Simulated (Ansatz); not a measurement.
# ZnS: the cost of one run

Method: DFT PBEsol, scalar-relativistic, plane waves, PAW, in Ansatz 0.2.0.

1 further run of the same task is left out (set aside as unsound or not needed).

## 1. Starting point

It takes space group F-43m (No. 216, cubic). The conventional cell has a = 5.291 Å, b = 5.291 Å, c = 5.291 Å, α = 90.00°, β = 90.00°, γ = 90.00°. Cu (site symmetry -43m) has 4 Cl at 2.29 Å as nearest neighbours. Around Cl (site symmetry -43m) lie 4 Cu at 2.29 Å.

Coordinates:

```xyz
2
Lattice="0.0000 -2.6455 -2.6455 2.6455 0.0000 -2.6455 2.6455 -2.6455 0.0000" Properties=species:S:1:pos:R:3 pbc="T T T"
Cu    0.0000    0.0000    0.0000
Cl    3.9682   -3.9682   -3.9682
```

It is the result of an earlier relaxation at this level (volume 18.51 Å³/atom; gap on the mesh: 0.55 eV).

## 2. ZnS strained to the base's plane

The (111) plane of ZnS is fitted to the (111) plane of CuCl, a strain of -1.2 % along x and -1.2 % along y; the third vector and the atoms relax.

File input.yaml:

```yaml
crystal:
  lattice:
    - [3.741233053, 0.0, 0.0]
    - [-1.8706165265, 3.2400028654, 0.0]
    - [1.8706165265, -1.0800009551, 3.1386676984]
  atoms:
    - { symbol: Zn, position: [0.0, 0.0, 0.0] }
    - { symbol: S, position: [0.75, 0.25, 0.75] }
basis:
  ecutwfc: 420
kpoints:
  mp_grid: { grid: [9, 9, 11] }
hamiltonian:
  xc: pbesol
scf:
  occupations: { method: gaussian, width: 0.02 }
output:
  forces: true
  stress: true
  eigenvalues: true
relax:
  adjacent_minimum: "off"
  f_tol: 0.01
  max_steps: 50
  cell: { fix: [a, b, gamma], stress_tol: 0.1 }
```

Started as:

```sh
> ansatz run input.yaml --threads 2 --pin off --max-ram 6144MiB --backend cpu --events-out ev --progress --plain --runs-dir out
```

**Question.** How long does this run take on 2 threads of an Arm CPU, shared host, and how much memory does it need?

About 38 s, with a peak of 0.45 GiB.
